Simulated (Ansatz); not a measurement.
# CsSnBr3: band structure with PBE0

**The experiment to reproduce.**

“Influence of hidden halogen mobility on local structure of CsSn(Cl1−xBrx)3 mixed-halide perovskites by solid-state NMR”, 2020, pmc:8179406 reports, for a powder of CsSnBr3 at 300 K: band gap 1.79 eV (optical).

CsSnBr3:

```
CELL_PARAMETERS angstrom
5.83901 0.00000 0.00000
0.00000 5.83901 0.00000
0.00000 0.00000 5.83901
ATOMIC_POSITIONS crystal
Cs 0.00000 0.00000 0.00000
Sn 0.50000 0.50000 0.50000
Br 0.00000 0.50000 0.50000
Br 0.50000 0.50000 0.00000
Br 0.50000 0.00000 0.50000
```

The cell is a database's computed one.

```yaml
Program: Ansatz 0.2.0
Task: band structure
Functional: PBE0
Potentials_or_basis: Ansatz PAW
Cutoff: "420 eV (not typed: the program's choice for these potentials)"
k_mesh: 4 × 4 × 4
Occupations: fermi-dirac, width 0.05 eV
Spin: no spin polarisation
Path: "[[\"G\", \"X\", \"M\", \"G\", \"R\", \"X\"], [\"M\", \"R\"]]"
Points_for_each_segment_of_the_path: 4
```

| Quantity | Value |
| --- | --- |
| Pressure | 0.4 GPa |
| Band gap on the k mesh | 1.52 eV, direct |
| Band gap along the path | 1.52 eV, direct |

Levels at the corners of the path, in eV from the valence-band top:
| point | band 20 | band 21 | band 22 | band 23 | band 24 | band 25 |
| --- | --- | --- | --- | --- | --- | --- |
| Γ | -3.57 | -3.57 | -3.57 | 3.41 | 4.47 | 4.47 |
| X | -3.70 | -3.70 | -2.35 | 2.58 | 4.91 | 5.50 |
| M | -3.94 | -3.20 | -1.14 | 2.09 | 2.09 | 5.26 |
| Γ | -3.57 | -3.57 | -3.57 | 3.41 | 4.47 | 4.47 |
| R | -3.18 | -3.18 | 0.00 | 1.52 | 1.52 | 1.52 |
| X | -3.70 | -3.70 | -2.35 | 2.58 | 4.91 | 5.50 |
| M | -3.94 | -3.20 | -1.14 | 2.09 | 2.09 | 5.26 |
| R | -3.18 | -3.18 | 0.00 | 1.52 | 1.52 | 1.52 |

Wall time 88 s on 1 × NVIDIA H100 80GB HBM3 with 2 threads of AMD EPYC 7R13 Processor (Zen 3), with other jobs on the host, peak memory 3.5 GiB.

Against the measured gap of CsSnBr3, 1.79 eV (optical; 300 K; powder; “Influence of hidden halogen mobility on local structure of CsSn(Cl1−xBrx)3 mixed-halide perovskites by solid-state NMR”, 2020, pmc:8179406), the calculated 1.52 eV is off by -0.27 eV. Spin-orbit coupling on Br, Cs, Sn is left out. The value is that of PBE0, without temperature or zero-point motion. The cell is a database's relaxed one, not the measured one, which moves gaps too.

Caveat: spin-orbit coupling is left out, which moves the levels of the heavy elements; the PAW data sets come from PBE, with cores solved anew for the run's functional, which leaves a small shift of forces and pressure; the thresholds are loose for stress.
